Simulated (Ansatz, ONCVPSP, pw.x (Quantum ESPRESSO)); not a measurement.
# Equation-of-state test of one ONCV potential (copper (Cu))

```json
{
  "Element": "Cu (Z = 29)",
  "Generator": "ONCVPSP 4.0.1.1 (patched build)",
  "Type": "optimised norm-conserving Vanderbilt (ONCV)",
  "Functional": "PBE",
  "Relativity": "scalar-relativistic",
  "Frozen core": "[Ne] 3s2",
  "Valence charge": "17",
  "Reference configuration": "3p6 3d10 4s0.75 4p0.25",
  "Partial waves": "4s: rc 1.65 bohr, ncon 3, nbas 6, qcut 3.3 1/bohr, 2 projectors, debl 3.4 Ha; 3p+4p: rc 1.55 bohr, ncon 4, nbas 8, qcut 9.9 1/bohr, 2 projectors; 3d: rc 1.30 bohr, ncon 4, nbas 9, qcut 11 1/bohr, 2 projectors, debl 0.7 Ha",
  "Local potential": "polynomial inside 1.15 bohr (lpopt 5, dvloc0 0 Ha)",
  "Core correction": "Teter function, fcfact 3.75, rcfact 1.35"
}
```

Crystal test: bcc Cu in pw.x 7.5, no spin, 16³ k-points, Fermi–Dirac smearing 0.01 Ry, cutoffs 140/560 Ry. The reference is all-electron LAPW (Ansatz 0.2.0) with the same functional, mesh and smearing; V0 and B0 come from Birch–Murnaghan fits to the pressures at five volumes. Errors are pseudo minus all-electron; Δ is the rms difference of the E(V) curves that follow from these fits, minima aligned, over ±6 % about the mean V0. Mesh and smearing are coarse, so the numbers serve the comparison and aren't converged zero-temperature values; the lattice is a test structure that the element need not adopt.

All-electron: a0 = 2.885 Å (V0 = 12.01 Å³/atom), B0 = 138.4 GPa.

How far does the potential miss the all-electron equation of state?

mean pressure error (GPa): -98.26. The pressure does not cross zero within the volumes sampled, so no fit is given. This is a poor potential for the solid. Atomic configuration tests: 1 of 4 tests not solved or not reliable.

| V (Å³/atom) | P all-electron (GPa) | P pseudo (GPa) |
| --- | --- | --- |
| 11.418 | 7.97 | -40.47 |
| 11.719 | 3.63 | -74.92 |
| 12.019 | -0.10 | -103.68 |
| 12.319 | -3.30 | -126.22 |
| 12.620 | -6.04 | -143.84 |

At the middle volume, how do free energy and pressure move when the wave cutoff is lowered (ecutrho kept at four times it)?

```json
{"cutoff (Ry)": "63", "shift of F (meV/atom)": "+38567.8", "shift of P (GPa)": "-1665.19"}
{"cutoff (Ry)": "84", "shift of F (meV/atom)": "+5423.6", "shift of P (GPa)": "-460.70"}
{"cutoff (Ry)": "112", "shift of F (meV/atom)": "+63.2", "shift of P (GPa)": "-14.15"}
```

Input at the middle volume:

```
&control
  calculation='scf', prefix='x', pseudo_dir='./', outdir='./tmp', tstress=.true., disk_io='none'
/
&system
  ibrav=0, nat=1, ntyp=1, ecutwfc=140, ecutrho=560, nbnd=17,
  occupations='smearing', smearing='fd', degauss=0.01
/
&electrons
  conv_thr=1e-09, mixing_beta=0.4, electron_maxstep=70
/
ATOMIC_SPECIES
Cu 1.0 Cu.UPF
CELL_PARAMETERS angstrom
  -1.44301036 1.44301036 1.44301036
  1.44301036 -1.44301036 1.44301036
  1.44301036 1.44301036 -1.44301036
ATOMIC_POSITIONS crystal
Cu 0.0000 0.0000 0.0000
K_POINTS automatic
16 16 16 0 0 0
```

```bash
pw.x < Cu.scf.in > Cu.scf.out
```

Lines of the output:

```
Message from routine setup:
     using ibrav=0 with symmetry is DISCOURAGED, use correct ibrav instead
     lattice parameter (alat)  =       4.7231  a.u.
     unit-cell volume          =      81.1082 (a.u.)^3
     number of electrons       =        17.00
     number of Kohn-Sham states=           17
     kinetic-energy cutoff     =     140.0000  Ry
     charge density cutoff     =     560.0000  Ry
     scf convergence threshold =      1.0E-09
     Exchange-correlation= PBE
     number of k points=   145  Fermi-Dirac smearing, width (Ry)=  0.0100
     iteration #  1     ecut=   140.00 Ry     beta= 0.40
     total energy              =    -294.79833917 Ry
     estimated scf accuracy    <       0.40601074 Ry
     iteration #  2     ecut=   140.00 Ry     beta= 0.40
     total energy              =    -294.91300501 Ry
     estimated scf accuracy    <       0.15797670 Ry
     iteration #  3     ecut=   140.00 Ry     beta= 0.40
     total energy              =    -294.93556678 Ry
     estimated scf accuracy    <       0.00222827 Ry
     iteration #  4     ecut=   140.00 Ry     beta= 0.40
     total energy              =    -294.93624843 Ry
     estimated scf accuracy    <       0.00151970 Ry
     iteration #  5     ecut=   140.00 Ry     beta= 0.40
     total energy              =    -294.93630997 Ry
     estimated scf accuracy    <       0.00015319 Ry
     iteration #  6     ecut=   140.00 Ry     beta= 0.40
     total energy              =    -294.93633402 Ry
     estimated scf accuracy    <       0.00000725 Ry
     iteration #  7     ecut=   140.00 Ry     beta= 0.40
     total energy              =    -294.93633470 Ry
     estimated scf accuracy    <       0.00000028 Ry
     iteration #  8     ecut=   140.00 Ry     beta= 0.40
     total energy              =    -294.93633470 Ry
     estimated scf accuracy    <       0.00000007 Ry
     iteration #  9     ecut=   140.00 Ry     beta= 0.40
     the Fermi energy is    15.7309 ev
!    total energy              =    -294.93633472 Ry
     estimated scf accuracy    <          4.4E-10 Ry
     smearing contrib. (-TS)   =      -0.00166704 Ry
     The total energy is F=E-TS. E is the sum of the following terms:
     one-electron contribution =    -157.27027172 Ry
     hartree contribution      =      92.48362705 Ry
     xc contribution           =     -37.30255081 Ry
     ewald contribution        =    -192.84547220 Ry
     convergence has been achieved in   9 iterations
          total   stress  (Ry/bohr**3)                   (kbar)     P=    -1036.78
     Message from routine punch:
     Nothing written, as per user request (disk_io='none')
```

The run at the middle volume (145 k-points, 9 iterations) took about 2.1 min on one core of a shared host (Neoverse-N1, 64 threads, 124 GiB, load 58).
